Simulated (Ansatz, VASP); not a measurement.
**HfN in VASP and in Ansatz**

```
Hf N
1.0
     1.57913   -2.72977    0.00000
     1.57913    2.72977    0.00000
     0.00000    0.00000    5.46755
Hf N
2 2
Cartesian
  1.5791 -1.8195 4.1007
  1.5791 1.8195 1.3669
  1.5791 0.0000 2.7338
  1.5791 0.0000 0.0000
```

Change from the starting cell: the structure that the rattled cell fell into.

Alike in both runs: functional PBE; k mesh 6 × 6 × 4; occupations gaussian, width 0.1 eV; no spin polarisation.

Ansatz relaxed the structure, and its values are those at the end. VASP's run is a single point on that final structure, the one shown.

|  | VASP | Ansatz |
| --- | --- | --- |
| version | VASP 6.6.1 | Ansatz 0.2.0 |
| potentials or method | VASP PAW PBE potentials, release 64 (Hf_pv, N) | scalar-relativistic, plane waves, PAW |
| plane-wave cutoff (eV) | 520 | 420 |
| valence electrons in the cell | 30 | 62 |

Ansatz gave:

```
gap on the k mesh at the Fermi level (eV) : none
pressure (GPa)                            : 0.0
```

Task: Estimate VASP's values.

Result: gap on the k mesh at the Fermi level (eV): none; pressure (GPa): -2.2.

A gap of «none» marks a metal or a gap that the smearing closes. The two sets of potentials don't hold the same shells in valence.

Caveats: the k mesh is coarse (spacing up to 0.38 Å⁻¹), so the values aren't converged. The runs have no spin-orbit coupling, so splittings on Hf are missing.
